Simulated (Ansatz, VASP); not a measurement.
## Two plane-wave programs on Ni

```
Ni
1.0
     2.44802    0.00000    0.00000
    -1.22401    2.12005    0.00000
     0.00000    0.00000    4.07281
Ni
2
Direct
  0.33333 0.66667 0.25000
  0.66667 0.33333 0.75000
```

This isn't the form of Ni at room conditions, which is fcc.

Alike in both runs: task single point; functional r2SCAN; k mesh 11 × 11 × 6; occupations methfessel-paxton of order 1, width 0.15 eV; collinear spin.

|  | VASP | Ansatz |
| --- | --- | --- |
| version | VASP 6.6.1 | Ansatz 0.2.0 |
| potentials or method | VASP PAW PBE potentials, release 64 (Ni) | plane waves, PAW |
| plane-wave cutoff (eV) | 520 | 500 |
| valence electrons in the cell | 20 | 36 |

Ansatz gave:

* gap on the k mesh at the Fermi level (eV): none
* net moment per atom (μB): 0.73
* size of the moment on the site where the two differ most (μB): 0.80

Task: Which values does VASP return?

Result: gap on the k mesh at the Fermi level (eV): none; net moment per atom (μB): 0.67; size of the moment on the site where the two differ most (μB): 0.69.

Site moments also hang on the region over which each program counts them. A gap of «none» marks a metal or a gap that the smearing closes. The two sets of potentials don't hold the same shells in valence. Ansatz warned: «stability_check_not_made».
